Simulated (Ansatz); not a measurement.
The system is CoSi.

```
Co Si
1.0
     4.43800    0.00000    0.00000
     0.00000    4.43800    0.00000
     0.00000    0.00000    4.43800
Co Si
4 4
Direct
  0.86000 0.64000 0.36000
  0.64000 0.36000 0.86000
  0.36000 0.86000 0.64000
  0.14000 0.14000 0.14000
  0.15700 0.34300 0.65700
  0.34300 0.65700 0.15700
  0.65700 0.15700 0.34300
  0.84300 0.84300 0.84300
```

Base run:

| Quantity | Value |
| --- | --- |
| Program | Ansatz 0.2.0 |
| Functional | r2SCAN |
| Potentials or basis | Ansatz PAW |
| Cutoff | 500 eV (not typed: the program's choice for these potentials) |
| k mesh | 5 × 5 × 5 |
| Occupations | fermi-dirac, width 0.05 eV |
| Spin | collinear spin, ferromagnetic start |
| Starting moments | [2.0, 2.0, 2.0, 2.0, 0.0, 0.0, 0.0, 0.0] μB |
| Hubbard terms | Co d U = 6 eV |

Its results: band gap on the k mesh none (metal or under the smearing width); pressure 11.5 GPa; net moment 4.00 μB per cell; site moments Co +1.30; Si -0.11 μB; largest force 0.483 eV/Å.

Q: The run is repeated on the same cell with these changes: hubbard terms from Co d U = 6 eV to Co d U = 5 eV. What comes out?

A: Band gap on the k mesh none (metal or under the smearing width); pressure 7.1 GPa; net moment 4.00 μB per cell; site moments Co +1.24; Si -0.08 μB; largest force 0.366 eV/Å.

Caveats: the magnetic or orbital state may not be the lowest; the PAW data sets come from PBE, with cores solved anew for the run's functional, which leaves a small shift of forces and pressure; the U is typed as a test and isn't derived for this compound.
